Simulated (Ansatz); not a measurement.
# 1T-MnO2 monolayer in a perpendicular field, part 3 of 3

What dipole does a perpendicular field induce in the 1T-MnO2 monolayer, and does the gap follow? A positive field points along +c.

Ansatz 0.2.0; plane-wave DFT, PBE-D3(BJ), Ansatz PAW (set soft_1); PAW set soft_1.

So far, gap along the path (eV): step 3 (atoms held, field 0) 1.08; step 4 (field 0.1 V/Å) 1.08.

## 5. Single point, field -0.1 V/Å

Input file input.yaml:

```yaml
crystal:
  lattice:
    - [2.8680355074, 0.0, 0.0]
    - [-1.4340177537, 2.4837916083, 0.0]
    - [0.0, 0.0, 19.9173905066]
  atoms:
    - { symbol: O, position: [0.6666666667, 0.3333333333, 0.4518664228], spin: 0.05 }
    - { symbol: Mn, position: [0.0, 0.0, 0.5], spin: 2.51 }
    - { symbol: O, position: [0.3333333333, 0.6666666667, 0.5481335772], spin: 0.05 }
magnetization:
  spin_polarized: true
kpoints:
  mp_grid: { grid: [18, 18, 1] }
  band_path:
    path: [[0, 0, 0], [0.5, 0, 0], [0.33333333, 0.33333333, 0], [0, 0, 0]]
    npoints: 16
hamiltonian:
  xc: pbe
  dispersion: d3bj
  pseudopotentials: { kind: paw, azcp: { folder: soft_1 } }
scf:
  occupations: { method: fermi_dirac, width: 0.02585 }
  convergence: { dr2_threshold: 1.0e-10 }
efield:
  axis: 3
  dipole_correction: true
  ramp_position: 0.9247
  ramp_width: 0.1506
  amplitude: -0.1
output:
  write_potential: true
  write_density: true
  volumetric_format: npy
```

On the command line:

```console
$ ansatz run input.yaml --threads 2 --pin off --max-ram 3072MiB --backend cpu --events-out ev --progress --plain --runs-dir out
```

Numbers of over 12 decimals in the logs are rounded to 6 here.

Log:

```text
[...]
Crystal: 3 atoms, lattice volume = 141.884 Å³
Basis set: ecut = 420 eV, 2779 PW (Γ)
Bands: 19, of which v1, the nominal top of the filled ones, is band 14 counted from 1 (13 counted from 0)
Symmetry: 6 space group operations
k-points: 37 of 324 (time reversal used)
[...]
Starting moments: Σ|m| = 2.61 μB on 3 of 3 sites
[...]
k-point 1 ↑: bands = [... 10 lower, -6.4753, -5.7046, -5.4075, -5.2826, -4.2107, -1.2186, -1.1354, 2.6376, ... 1 higher]
  k-point 2 ↑: bands = [... 10 lower, -6.7269, -5.5705, -5.3938, -5.0954, -4.1834, -1.5011, -1.1984, 2.9134, ... 1 higher]
  k-point 36 ↓: bands = [... 10 lower, -6.7227, -6.6974, -2.7370, -1.9473, -1.9439, -0.4630, -0.4607, 9.5998, ... 1 higher]
[key lines of the parts left out:]
SCF converged after 17 iterations
Magnetization: 3.0000 μB (15.0000 up, 12.0000 down)
Free energy (F): -5033.970382 eV
Fermi energy:    -3.613020 eV
Dipole field:    D = -0.015236 V/Å  (p = -0.011947 e·Å, saw-weighted, corrected)
```

Elapsed: 18 s, on 2 threads of Intel Xeon 6975P-C (Granite Rapids), shared host; peak memory 0.54 GiB.

The dipole is -0.0119 e·Å, and the gap 1.084 eV.

## 6. Response, atoms held

This step: plane-wave DFT, PBE-D3(BJ), Ansatz PAW (set soft_1); response to a field along the normal, atoms held; PAW set soft_1 (Ansatz 0.2.0).

The dipoles give the slope, and the difference of two potentials shows where the field is screened.

Numbers from this step:

- equivalent conductor thickness p/(ε₀AE): 3.035 Å
- distance between the outer atoms: 1.917 Å

Dipole of the cell against applied field:

| applied field (V/Å) | dipole of the cell (e·Å) |
| --- | --- |
| -0.1000 | -0.0119 |
| 0.0000 | 0 |
| 0.1000 | 0.0119 |

The total moment stays at 3 μB for applied field from -0.1 to 0.1 V/Å.

Local field over the applied field, running mean. From the potentials at -0.1 and 0.1 V/Å; running mean over 2.5 Å. Local field over applied field against z:

z (Å), local field over applied field and a bar from the least value:
```
     4.13      1.000 ##############################
     4.57      1.000 ##############################
     4.87      1.000 ##############################
     5.31      0.999 ##############################
     5.75      0.996 ##############################
     6.20      0.989 ##############################
     6.49      0.977 #############################
     6.93      0.936 ############################
     7.38      0.849 #########################
     7.82      0.720 ####################
     8.11      0.619 #################
     8.56      0.458 ###########
     9.00      0.307 ######
     9.29      0.220 ###
     9.74      0.141 
    10.18      0.141 
    10.62      0.220 ###
    10.92      0.307 ######
    11.36      0.458 ###########
    11.80      0.619 #################
    12.10      0.720 ####################
    12.54      0.849 #########################
    12.98      0.936 ############################
    13.43      0.977 #############################
    13.72      0.989 ##############################
    14.16      0.996 ##############################
    14.61      0.999 ##############################
    15.05      1.000 ##############################
    15.34      1.000 ##############################
    15.79      1.000 ##############################
```

Electrons, planar mean, per unit field. Induced electron density against z:

| z (Å) | induced electron density (e/Å³ per V/Å) |
| --- | --- |
| 4.13 | 1.3e-7 |
| 4.57 | 5.2e-7 |
| 4.87 | 1.1e-6 |
| 5.31 | 3.8e-6 |
| 5.75 | 1.3e-5 |
| 6.20 | 4.2e-5 |
| 6.49 | 9.0e-5 |
| 6.93 | 2.7e-4 |
| 7.38 | 7.8e-4 |
| 7.82 | 0.00198 |
| 8.11 | 0.00321 |
| 8.56 | 0.00349 |
| 9.00 | 0.00202 |
| 9.29 | 0.00164 |
| 9.74 | 3.0e-5 |
| 10.18 | -3.0e-5 |
| 10.62 | -0.00164 |
| 10.92 | -0.00202 |
| 11.36 | -0.00349 |
| 11.80 | -0.00321 |
| 12.10 | -0.00198 |
| 12.54 | -7.8e-4 |
| 12.98 | -2.7e-4 |
| 13.43 | -9.0e-5 |
| 13.72 | -4.2e-5 |
| 14.16 | -1.3e-5 |
| 14.61 | -3.8e-6 |
| 15.05 | -1.1e-6 |
| 15.34 | -5.2e-7 |
| 15.79 | -1.3e-7 |

By hand: between -0.1 and 0.1 V/Å the dipole changes by 0.02389 e·Å, a slope of 0.1195 e·Å²/V. A perfect conductor of thickness t has p = ε₀AEt, so t = 180.95 × 0.1195 / 7.124 = 3.03 Å (e/ε₀ = 180.95 V·Å, A in Å²).

The induced dipole is that of a conductor 3.03 Å thick.

## 7. What came out

```json
{"gap without field": "1.08 eV", "ionisation energy, upper face": "7.71 eV", "electron affinity, upper face": "6.62 eV", "equivalent conductor thickness, atoms held": "3.03 Å"}
```

**Reading.** The induced dipole equals that of a perfect conductor 3.03 Å thick, while the outer atoms lie 1.92 Å apart; an out-of-plane ε follows only once a thickness t is chosen, by 1 − 1/ε = 3.03 Å / t. The gap stays within 0.01 eV of 1.08 eV over the fields run, up to 0.1 V/Å in size. Semilocal functionals give gaps that are too small, and excitons are not included. The magnetic order is the one reached from the typed start; other orders were not compared.

[Logs are printed without paths, hosts, clocks, repeated set-up lines and the standing remarks that a program may print on its own settings, such as how far it seeks lower states.]

[Hosts, paths, dates, database ids (printed as entryN), source tags and the programs' standing remarks are cut or masked in the printed files.]

[Maps of the electrostatic potential energy from Ansatz leave out the sawtooth potential of an applied field or a dipole correction, so their vacuum need not be flat; planar profiles and work functions include it.]
